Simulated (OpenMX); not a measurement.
# CsSnBr3 under changes of volume

One of the cells (39.815 Å³/atom); the others are scaled copies at fixed shape and fractional positions:

```
Cs Sn Br
1.0
     5.83901    0.00000    0.00000
     0.00000    5.83901    0.00000
     0.00000    0.00000    5.83901
Cs Sn Br
1 1 3
Cartesian
  0.0000 0.0000 0.0000
  2.9195 2.9195 2.9195
  0.0000 2.9195 2.9195
  2.9195 2.9195 0.0000
  2.9195 0.0000 2.9195
```

The cell is a database's computed one.

- Program: OpenMX 3.8.5
- Functional: PBE
- Potentials or basis: OpenMX 2013 PBE set, Cs12.0-s2p2d1, Sn7.0-s3p2d1, Br7.0-s3p2d1, fixed grid of 80 × 80 × 80 points
- k mesh: 5 × 5 × 5
- Occupations: fermi-dirac, width 0.05 eV
- Spin: no spin polarisation

```csv
volume (Å³/atom),energy over the lowest point (meV/atom),gap on the mesh (eV)
37.426,?,?
38.222,13.81,1.79
39.019,6.71,1.82
39.815,2.22,1.85
40.611,0.09,1.88
41.408,0.00,1.91
42.204,1.76,1.93
```

What does the run at 37.426 Å³/atom give?

Energy over the lowest point 23.71 meV/atom; gap on the mesh 1.76 eV.

Worked out: A Birch-Murnaghan fit of order 3 (a polynomial in V^(-2/3)) to the other rows has its minimum at 41.04 Å³/atom with B0 = V·E''(V) = 20 GPa and B' = 5.1. It gives 23.87 meV/atom at 37.426 Å³/atom, against the run's 23.71. A straight line through the other rows of the gap, of slope 1.44 eV per unit of ln V (its deformation potential), extrapolates to 1.76 eV, against the run's 1.76.

Energies are extrapolated to zero smearing.

Caveats: the basis has few d functions beyond the semicore shells, which can make volumes several per cent too large; spin-orbit coupling is left out, which moves the levels of the heavy elements; an odd mesh through Γ misses points on the zone boundary, where band edges often lie; the basis of atomic orbitals isn't converged, which shifts pressures, moduli and gaps.
